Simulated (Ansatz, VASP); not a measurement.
Re: VASP beside Ansatz

The input INCAR:

```
SYSTEM = Re
PREC = Accurate
ENCUT = 600
EDIFF = 1E-6
ISMEAR = -1
SIGMA = 0.05
LREAL = .False.
LASPH = .True.
NELM = 80
ALGO = Normal
ISIF = 3
LWAVE = .False.
LCHARG = .False.
GGA = CA
IBRION = 2
NSW = 60
EDIFFG = -0.005
```

Contents of KPOINTS:

```
Automatic mesh
0
Gamma
  17 17 9
  0 0 0
```

Contents of POSCAR:

```
Re
1.0
    2.7339081302      0.0000000000      0.0000000000
   -1.3669540651      2.3676338924      0.0000000000
    0.0000000000      0.0000000000      4.4289311710
Re
2
Direct
    0.3333333333      0.6666666667      0.2500000000
    0.6666666667      0.3333333333      0.7500000000
```

Input for Ansatz:

```yaml
crystal:
  lattice:
    - [2.7339081302, 0.0, 0.0]
    - [-1.3669540651, 2.3676338924, 0.0]
    - [0.0, 0.0, 4.428931171]
  atoms:
    - { symbol: Re, position: [0.3333333333, 0.6666666667, 0.25] }
    - { symbol: Re, position: [0.6666666667, 0.3333333333, 0.75] }
kpoints:
  mp_grid: { grid: [17, 17, 9] }
scf:
  occupations: { method: fermi_dirac, width: 0.05 }
hamiltonian:
  xc: lda
  pseudopotentials: { kind: paw }
output:
  forces: true
  stress: true
relax:
  f_tol: 0.005
  max_steps: 40
  cell: {}
```

Alike in both runs: task relaxation of cell and atoms; functional LDA; k mesh 17 × 17 × 9; occupations fermi-dirac, width 0.05 eV; no spin polarisation.

```csv
,VASP,Ansatz
version,VASP 6.6.1,Ansatz 0.2.0
potentials or method,"VASP PAW LDA potentials, release 64 (Re)","PAW with Ansatz's default frozen-core files, scalar-relativistic"
plane-wave cutoff (eV),600,420
valence electrons in the cell,14,30
```

```csv
,VASP,Ansatz,Ansatz less VASP
relaxed volume (Å³/atom),14.39,14.33,-0.057
relaxed cell length with the largest relative difference (Å),2.742,2.738,-0.0040
```

The two sets of potentials don't hold the same shells in valence.

Spin-orbit coupling is left out, which matters for the levels of Re.
